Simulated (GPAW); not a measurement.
Runs of GPAW 26.7.0 on PtSe2 (Sudovikovite). Symmetry: P-3m1, No. 164, trigonal system. Conventional cell: a = 3.724 Å, b = 3.724 Å, c = 5.062 Å, α = 90.00°, β = 90.00°, γ = 120.00°. Pt (site symmetry -3m) is surrounded by 6 Se at 2.49 Å. Se (site symmetry 3m) is surrounded by 3 Pt at 2.49 Å. 

| task | level | potentials or basis | cell | k mesh | ranks | optimizer | fmax | max steps | target pressure | gap on the mesh (eV) | pressure (GPa) | relaxed volume (Å³/atom) | largest force (eV/Å) |
| --- | --- | --- | --- | --- | --- | --- | --- | --- | --- | --- | --- | --- | --- |
| relaxation of cell and atoms | PBEsol+D3 | PAW data sets generated in the run's folder for this functional, pw | relaxed | 6 × 6 × 4 | - | BFGS | 0.05 eV/Å | 100 | - | none | 0.1 | (a) | 0.02 |
| relaxation of cell and atoms | LDA | the program's PAW data sets (release 1.2.1) made for this functional, pw | relaxed | 6 × 6 × 4 | - | BFGS | 0.05 eV/Å | 60 | - | none | 0.2 | 19.26 | 0.03 |
| relaxation of cell and atoms | RPBE+D3(BJ) | the program's PAW data sets (release 1.2.1) made for this functional, pw | relaxed | 6 × 6 × 4 | - | LBFGS | 0.02 eV/Å | 100 | - | none | 0.0 | 16.35 | 0.02 |
| relaxation of cell and atoms | rSCAN+D4 | GPAW PAW data sets (gpaw-data 1.2.1), pw | relaxed | 6 × 6 × 4 | - | BFGS | 0.05 eV/Å | 100 | - | none | 0.1 | 20.64 | 0.02 |
| relaxation of cell and atoms | r2SCAN+D4 | GPAW PAW data sets (gpaw-data 1.2.1), pw | relaxed to 2 GPa | 6 × 6 × 4 | - | LBFGS | 0.02 eV/Å | 40 | 2 GPa | none | 2.1 | - | 0.02 |

Alike in all rows: no spin polarisation; cutoff (eV) 600; smearing fermi-dirac 0.05 eV.

Problem. Fill in the values left out.

Solution. (a) 18.82.

Caveats: later steps reuse the first step's grids; pairwise dispersion overbinds metals, which lowers pressure and volume (some runs); the PAW data sets were made with another functional, which shifts forces and pressure a little (some runs); the volume moved by over 15 % at a fixed basis, so the end points are rough (some runs); the volume moved by -19 % from the deposited cell, more than functionals usually miss (some runs).

A k mesh can miss the band edges, and the runs leave out spin-orbit coupling on Pt, Se.

A gap of «none» marks a metal or a gap under the smearing width.

Runs at the PBE level aren't shown here.
